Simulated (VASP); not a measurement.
# Re (P6_3/mmc) in VASP: a series of runs

One crystal, Re, is run at these levels: LDA; tasks: relaxation of shape and atoms at fixed volume.

Program: VASP 6.6.1. These are calculated values, not measurements. Logs are shortened: lines on timing, memory, paths and dates and some standing lists are left out, and cuts for length are marked.

### Step 1. Starting point

Symmetry: P6_3/mmc, No. 194, hexagonal system. Conventional cell: a = 2.738 Å, b = 2.738 Å, c = 4.433 Å, α = 90.00°, β = 90.00°, γ = 120.00°. Re (site symmetry -6m2) is surrounded by 12 Re at 2.72 to 2.74 Å.

### Step 2. Relaxation of shape and atoms at fixed volume, LDA

INCAR

```
ALGO = Fast ; EDIFF = 1E-7
EDIFFG = -0.01 ; ENCUT = 600
IBRION = 2 ; ISIF = 4
ISMEAR = 1 ; LASPH = True
LCHARG = False ; LREAL = False
LWAVE = False ; NELM = 80
NSW = 40 ; PREC = Accurate
SIGMA = 0.1
```

KPOINTS

```
k-points
0
Gamma
  15 15 8
```

POSCAR

```
Re                                      
1.0
    2.7384915723     -0.0000000000      0.0000000000
   -1.3692457862      2.3716032697      0.0000000000
    0.0000000000      0.0000000000      4.4327002830
  Re            
     2
Direct
     0.3333333332999970    0.6666666667000030    0.2500000000000000
     0.6666666667000030    0.3333333332999970    0.7500000000000000
```

Potentials or basis: VASP PAW LDA potentials, release 64 (Re).

Run with:

```
$ cat potpaw_LDA.64/Re/POTCAR > POTCAR
$ mpirun -np 1 vasp_std > vasp.out
```

OUTCAR:

```text
EDIFF = 1E-7
   EDIFFG = -0.01
   ENCUT = 600
   IBRION = 2
   ISIF = 4
   ISMEAR = 1
   LASPH = True
   LREAL = False
   NELM = 80
   NSW = 40
   PREC = Accurate

 ion  position               nearest neighbor table
   1  0.333  0.667  0.250-   2 2.72   2 2.72   2 2.72   2 2.72   2 2.72   2 2.72
   2  0.667  0.333  0.750-   1 2.72   1 2.72   1 2.72   1 2.72   1 2.72   1 2.72

  LATTYP: Found a hexagonal cell.
 ALAT       =     2.7384915723
 C/A-ratio  =     1.6186649350

  Lattice vectors:

 A1 = (   2.7384915723,   0.0000000000,   0.0000000000)
 A2 = (  -1.3692457862,   2.3716032697,   0.0000000000)
 A3 = (   0.0000000000,   0.0000000000,   4.4327002830)

Analysis of symmetry for initial positions (statically):
=====================================================================
 Subroutine PRICEL returns:
 Original cell was already a primitive cell.

 Routine SETGRP: Setting up the symmetry group for a
 hexagonal supercell.

 Subroutine GETGRP returns: Found 24 space group operations
 (whereof 12 operations were pure point group operations)
 out of a pool of 24 trial point group operations.

The static configuration has the point symmetry D_3d.
 The point group associated with its full space group is D_6h.

Analysis of symmetry for dynamics (positions and initial velocities):
=====================================================================
 Subroutine PRICEL returns:
 Original cell was already a primitive cell.

 Routine SETGRP: Setting up the symmetry group for a
 hexagonal supercell.

 Subroutine GETGRP returns: Found 24 space group operations
 (whereof 12 operations were pure point group operations)
 out of a pool of 24 trial point group operations.

The dynamic configuration has the point symmetry D_3d.
 The point group associated with its full space group is D_6h.

 Subroutine INISYM returns: Found 24 space group operations
 (whereof 12 operations are pure point group operations),
 and found     1 'primitive' translations

----------------------------------------------------------------------------------------

                                     Primitive cell

  volume of cell :      28.7887

  direct lattice vectors                    reciprocal lattice vectors
     2.738491572  0.000000000  0.000000000     0.365164534  0.210827842  0.000000000
    -1.369245786  2.371603270  0.000000000     0.000000000  0.421655684  0.000000000
     0.000000000  0.000000000  4.432700283     0.000000000  0.000000000  0.225596123

  length of vectors
     2.738491572  2.738491572  4.432700283     0.421655684  0.421655684  0.225596123

  position of ions in fractional coordinates (direct lattice)
     0.333333333  0.666666667  0.250000000
     0.666666667  0.333333333  0.750000000

  ion indices of the primitive-cell ions
   primitive index   ion index
                 1           1
                 2           2

----------------------------------------------------------------------------------------

 KPOINTS: k-points

Automatic generation of k-mesh.
 Grid dimensions read from file:
 generate k-points for:   15   15    8

 Generating k-lattice:

  Cartesian coordinates                     Fractional coordinates (reciprocal lattice)
     0.024344302  0.014055189  0.000000000     0.066666667  0.000000000  0.000000000
     0.000000000  0.028110379  0.000000000     0.000000000  0.066666667  0.000000000
     0.000000000  0.000000000  0.028199515     0.000000000  0.000000000  0.125000000

  Length of vectors
     0.028110379  0.028110379  0.028199515

  Shift w.r.t. Gamma in fractional coordinates (k-lattice)
     0.000000000  0.000000000  0.000000000

 Subroutine IBZKPT returns following result:
 ===========================================

 Found    135 irreducible k-points:

 Following reciprocal coordinates:
            Coordinates               Weight
  0.000000  0.000000  0.000000      1.000000
  0.066667 -0.000000  0.000000      6.000000
  0.133333  0.000000  0.000000      6.000000
  0.200000  0.000000  0.000000      6.000000
  0.266667  0.000000  0.000000      6.000000
  0.333333 -0.000000  0.000000      6.000000
[... 16 lines left out ...]
  0.333333  0.200000  0.000000     12.000000
  0.400000  0.200000  0.000000      6.000000
 [... further k-points ...]
   k-points           NKPTS =    135   k-points in BZ     NKDIM =    135   number of bands    NBANDS=     11
   number of dos      NEDOS =    301   number of ions     NIONS =      2
   total plane-waves  NPLWV =  20736
   dimension x,y,z NGX =    24 NGY =   24 NGZ =   36
   dimension x,y,z NGXF=    48 NGYF=   48 NGZF=   72
   ions per type =               2
   NGX,Y,Z   is equivalent  to a cutoff of  14.57, 14.57, 13.50 a.u.
   NGXF,Y,Z  is equivalent  to a cutoff of  29.14, 29.14, 27.00 a.u.
 SYSTEM =  unknown system
   PREC   = accura    normal or accurate (medium, high low for compatibility)
   ISTART =      0    job   : 0-new  1-cont  2-samecut
   ICHARG =      2    charge: 1-file 2-atom 10-const
   ISPIN  =      1    spin polarized calculation?
   LNONCOLLINEAR =      F non collinear calculations
   LSORBIT =      F    spin-orbit coupling
   LASPH  =      T    aspherical Exc in radial PAW
   ENCUT  =  600.0 eV  44.10 Ry    6.64 a.u.   5.47  5.47  8.85*2*pi/ulx,y,z
   NELM   =     80;   NELMIN=  2; NELMDL= -5     # of ELM steps
   EDIFF  = 0.1E-06   stopping-criterion for ELM
   LREAL  =      F    real-space projection
   EDIFFG = -.1E-01   stopping-criterion for IOM
   NSW    =     40    number of steps for IOM
   IBRION =      2    ionic relax: 0-MD 1-quasi-New 2-CG
   NFREE  =      1    steps in history (QN), initial steepest desc. (CG)
   ISIF   =      4    stress and relaxation
   ISYM   =      2    0-nonsym 1-usesym 2-fastsym
   POTIM  = 0.5000    time-step for ionic-motion
   TEBEG  =    0.0;   TEEND  =   0.0 temperature during run
   PSTRESS=    0.0 pullay stress
   NELECT =      14.0000    total number of electrons
   NUPDOWN=      -1.0000    fix difference up-down
   EMIN   =  10.00;   EMAX   =-10.00  energy-range for DOS
   EFERMI =   0.00;   METHOD = LEGACY
   ISMEAR =     1;   SIGMA  =   0.10  broadening in eV -4-tet -1-fermi 0-gaus
   EFERMI_NEDOS =   21; number of points for ismear=-14 and -15
   IALGO  =     68    algorithm
   IMIX   =      4    mixing-type and parameters
     AMIX     =   0.40;   BMIX     =  1.00
     AMIX_MAG =   1.60;   BMIX_MAG =  1.00
  volume/ion in A,a.u.               =      14.39        97.14
  Fermi-wavevector in a.u.,A,eV,Ry     =   1.287390  2.432815 22.549940  1.657374
  Thomas-Fermi vector in A             =   2.419407
   LORBIT       =      0    0 simple, 1 ext, 2 COOP (PROOUT), +10 PAW based schemes
   GGA     = CA    functional components
   LHFCALC =     F    Hartree Fock is set to
   AEXX    =    0.0000 exact exchange contribution
   IVDW    =     0    specifies the selected vdW correction
   LEPSILON=     F    determine dielectric tensor
   LRPA    =     F    only Hartree local field effects (RPA)
 conjugate gradient relaxation of ions
 non-spin polarized calculation
 RMM-DIIS sequential band-by-band and
 Methfessel and Paxton  Order N= 1 SIGMA  =   0.10
  energy-cutoff  :      600.00
  volume of cell :       28.79
 maximum number of plane-waves:       989
 NGX is ok and might be reduce to    24
   NGX = 11   NGY = 11   NGZ = 17

 number of electron      14.0000000 magnetization

 Free energy of the ion-electron system (eV)
  ---------------------------------------------------
  ext. energy  EPLUGINS =         0.00000000
  ---------------------------------------------------
  free energy    TOTEN  =       -27.53084816 eV

  energy without entropy =      -27.53106990  energy(sigma->0) =      -27.53092208

 E-fermi :   8.0947     XC(G=0): -13.9616

 val. band max:        8.0849219679   @ k =   0.3333   0.3333   0.0000
 cond. band min:       8.0963616008   @ k =   0.1333   0.0000   0.0000
 fundamental gap:      0.0114396329
 Fermi energy:         8.0946561449

 k-point     1 :       0.0000    0.0000    0.0000
  band No.  band energies     occupation
      1      -1.8162      2.00000
      2       1.3522      2.00000
      3       6.4338      2.00000
      4       6.4667      2.00000
      5       6.4667      2.00000
      6       7.3254      2.00000
      7       7.3254      2.00000
      8       8.3064     -0.01075
      9       8.3064     -0.01075
     10       8.8935     -0.00000
     11      11.5722      0.00000

 k-point     2 :       0.0667   -0.0000    0.0000
  band No.  band energies     occupation
      1      -1.6284      2.00000
      2       1.5294      2.00000
      3       5.9974      2.00000
      4       6.6395      2.00000
      5       6.8410      2.00000
      6       7.1933      2.00000
      7       7.4891      2.00000
      8       7.9236      2.03620
      9       8.1601      0.11413
     10       8.4336     -0.00002
     11      12.1958      0.00000

 k-point     3 :       0.1333    0.0000    0.0000
  band No.  band energies     occupation
      1      -1.0897      2.00000
      2       2.0082      2.00000
      3       5.4695      2.00000
      4       6.7264      2.00000
      5       6.7949      2.00000
      6       7.1493      2.00000
      7       7.3619      2.00000
      8       7.7948      2.00019
      9       7.9701      2.07078
     10       8.0964      0.97114
     11      11.9103      0.00000
[... 267 lines left out ...]
 k-point    23 :       0.3333    0.2000    0.0000
  band No.  band energies     occupation
      1       2.8688      2.00000
      2       3.1647      2.00000
      3       3.3096      2.00000
      4       5.1131      2.00000
      5       5.7257      2.00000
      6       6.5871      2.00000
      7       7.5667      2.00000
      8      10.5526      0.00000
      9      11.9545      0.00000
     10      12.0176      0.00000
     11      14.5913      0.00000

 k-point    24 :       0.4000    0.2000    0.0000
  band No.  band energies     occupation
      1       2.7612      2.00000
      2       3.2119      2.00000
      3       3.2588      2.00000
      4       5.4237      2.00000
      5       5.7889      2.00000
      6       6.3956      2.00000
      7       7.7732      2.00005
      8      11.1774      0.00000
      9      11.9207      0.00000
     10      11.9392      0.00000
     11      15.0549      0.00000

 [... further k-points ...]

------------------------ aborting loop because EDIFF is reached ----------------------------------------

  FORCE on cell =-STRESS in cart. coord.  units (eV):
  Direction    XX          YY          ZZ          XY          YZ          ZX
  --------------------------------------------------------------------------------------
  -------------------------------------------------------------------------------------
  Total        0.0002582      0.0002582      0.0011729     -0.0000000     -0.0000000      0.0000000
  in kB        0.0143680      0.0143680      0.0652764     -0.0000000     -0.0000000      0.0000000
  external PRESSURE =       0.0313374 kB  Pullay stress =       0.0000000 kB

 VOLUME and BASIS-vectors are now :
 -----------------------------------------------------------------------------
  energy-cutoff  :      600.00
  volume of cell :       28.79
      direct lattice vectors                 reciprocal lattice vectors
     2.738491572  0.000000000  0.000000000     0.365164534  0.210827842  0.000000000
    -1.369245786  2.371603270  0.000000000     0.000000000  0.421655684  0.000000000
     0.000000000  0.000000000  4.432700283     0.000000000  0.000000000  0.225596123

 POSITION                                       TOTAL-FORCE (eV/Angst)
 -----------------------------------------------------------------------------------
     -0.00000      1.58107      1.10818        -0.000000      0.000000      0.000000
      1.36925      0.79053      3.32453         0.000000     -0.000000      0.000000
 -----------------------------------------------------------------------------------
    total drift:                                0.000000     -0.000000     -0.000000

  FREE ENERGIE OF THE ION-ELECTRON SYSTEM (eV)
  ---------------------------------------------------
  free  energy   TOTEN  =       -27.5308481615 eV

  energy  without entropy=      -27.5310699032  energy(sigma->0) =      -27.53092208

 reached required accuracy - stopping structural energy minimisation
```

Wall time 56 s (1 thread of Intel Xeon Platinum 8375C at 2.90GHz (Ice Lake), shared host); peak memory 0.17 GiB.

What came out:

- Free energy: -27.5308 eV
- Pressure after relaxing: 0.0 GPa
- Band gap on the k mesh: none (metal or under the smearing width)

Final structure:
```
CELL_PARAMETERS angstrom
2.73849 0.00000 0.00000
-1.36925 2.37160 0.00000
0.00000 0.00000 4.43270
ATOMIC_POSITIONS crystal
Re 0.33333 0.66667 0.25000
Re 0.66667 0.33333 0.75000
```

Caveat: the relaxation stopped at its first step, so nothing moved. Spin-orbit coupling is left out, which matters for the levels of Re.

(Part 1 of 3 ends here.)
